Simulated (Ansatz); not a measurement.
Input and command of a calculation in Ansatz (plane waves; scalar-relativistic PAW potentials unless the input names others):

```yaml
crystal:
  lattice:
    - [-1.2324898335, -2.1347350114, 0.0]
    - [1.2324898335, -2.1347350114, 0.0]
    - [-0.1232489833, -0.2134735011, 13.4768657407]
  atoms:
    - { symbol: C, position: [0.912505, 1.0, 0.87495] }
    - { symbol: C, position: [0.962505, 1.0, 0.37495] }
    - { symbol: C, position: [-0.012495, 0.0, 0.12495] }
    - { symbol: C, position: [-0.062495, 0.0, 0.62495] }
    - { symbol: C, position: [0.5791716667, 0.6666666667, 0.87495] }
    - { symbol: C, position: [0.6291716667, 0.6666666667, 0.37495] }
    - { symbol: C, position: [0.3208383333, 0.3333333333, 0.12495] }
    - { symbol: C, position: [0.2708383333, 0.3333333333, 0.62495] }
kpoints:
  mp_grid: { grid: [22, 22, 4] }
hamiltonian:
  xc: pbe
  dispersion: d3bj
scf:
  occupations: { method: gaussian, width: 0.2 }
output:
  forces: true
  eigenvalues: true
  stress: true
accuracy: high
```

```bash
ansatz run input.yaml --threads 2 --pin off --max-ram 5120MiB --backend cpu --events-out ev --progress --plain --runs-dir out
```

Abridged log:
```
Basis set: ecut = 420 eV, 1333 PW (Γ), exchange–correlation on 40×40×216 points (8 copies of the dense FFT grid, shifted against one another)
Bands: 24, of which v1, the nominal top of the filled ones, is band 16 counted from 1 (15 counted from 0)
Symmetry: 2 space group operations
k-points: 972 of 1936
SCF iter   1: F=—  HF=-2008.679440 eV  |F-HF|=—  |Δ(HF+E_count)|=         —  Δρ=2.58e-3  dr2=3.94e-3  ethr=1.77e-3  ⟨swp⟩=5.6  Hψ=110095  notcnv=0
SCF iter   2: F=—  HF=-2008.679882 eV  |F-HF|=—  |Δ(HF+E_count)|=   4.42e-4  Δρ=1.11e-3  dr2=5.08e-4  ethr=1.23e-5  ⟨swp⟩=2.4  Hψ=46531  notcnv=0
SCF iter   3: F=—  HF=-2008.680322 eV  |F-HF|=—  |Δ(HF+E_count)|=   4.40e-4  Δρ=1.98e-4  dr2=1.26e-5  ethr=1.59e-6  ⟨swp⟩=2.1  Hψ=36109  notcnv=0
SCF iter   4: F=—  HF=-2008.680360 eV  |F-HF|=—  |Δ(HF+E_count)|=   3.78e-5  Δρ=7.81e-5  dr2=8.28e-6  ethr=3.95e-8  ⟨swp⟩=2.7  Hψ=42729  notcnv=0
SCF iter   5: F=—  HF=-2008.680361 eV  |F-HF|=—  |Δ(HF+E_count)|=   1.18e-6  Δρ=1.97e-5  dr2=2.10e-7  ethr=2.59e-8  ⟨swp⟩=2.0  Hψ=28757  notcnv=0
SCF iter   6: F=-2008.680362 eV  HF=-2008.680362 eV  |F-HF|=3.63e-9  |Δ(HF+E_count)|=   3.11e-7  Δρ=5.05e-6  dr2=2.00e-8  ethr=3.13e-10  ⟨swp⟩=9.9  Hψ=120188  notcnv=0
SCF iter   7: F=—  HF=-2008.680362 eV  |F-HF|=—  |Δ(HF+E_count)|=   1.21e-8  Δρ=2.15e-6  dr2=1.14e-9  ethr=6.24e-11  ⟨swp⟩=2.1  Hψ=29317  notcnv=0
SCF iter   8: F=-2008.680362 eV  HF=-2008.680362 eV  |F-HF|=8.37e-11  |Δ(HF+E_count)|=   2.81e-9  Δρ=2.94e-7  dr2=2.15e-11  ethr=1.00e-12  ⟨swp⟩=3.2  Hψ=90438  notcnv=0
SCF 1 converged in 8 iterations: F = -2008.680362 eV  dr2 = 2.15e-11
SCF converged after 8 iterations
Free energy (F): -2008.680362 eV
Harris-Foulkes:  -2008.680362 eV  (|F-HF|=8.37e-11)
Internal energy: -2008.678711 eV  (E = F + TS)
E sigma→0 (E₀):  -2008.679536 eV
Entropy (-TS):   -0.001650 eV (-0.206 meV/atom)
Fermi energy:    6.962995 eV
  E_disp       = -1.244611  (pairwise vdW)
--- Forces (eV/Å), atoms counted from 1 ---
  atom   1  C     -0.00189370    -0.00147265    -0.00251047
  atom   2  C      0.00007390     0.00012732    -0.00010971
  atom   3  C      0.00189370     0.00147265     0.00251047
  atom   4  C     -0.00007390    -0.00012732     0.00010971
  atom   5  C     -0.00424000    -0.00408200    -0.00086540
  atom   6  C      0.00005914     0.00002539     0.00005720
  atom   7  C      0.00424000     0.00408200     0.00086540
  atom   8  C     -0.00005914    -0.00002539    -0.00005720
--- Stress (GPa, compression-positive) ---
        0.001559       0.014720       0.049876
        0.014720      -0.057161       0.045710
        0.049876       0.045710       0.057026
  P = ⅓ Tr σ = 0.0005 GPa (0.005 kbar)
```

Apart from outputs and empty bands, the input differs from a reference run on usual settings in accuracy: not typed → "high"; scf.occupations.width: 0.15 → 0.2; basis.ecutwfc: 420 → not typed. The reference, at the same geometry, gave pressure 0.00 GPa, largest force 0.007 eV/Å, gap on the mesh 0.26 eV. This run converged in 8 SCF iterations (reference: 6) with an energy at zero smearing 0.02 meV/atom above the reference's, pressure 0.00 GPa, largest force 0.006 eV/Å, gap on the mesh 0.26 eV. Its smearing width is looser than usual, yet energy, pressure and forces hardly moved.

Time: 52 s on 2 threads of Arm Neoverse V1 (shared host), peak memory 1.3 GiB.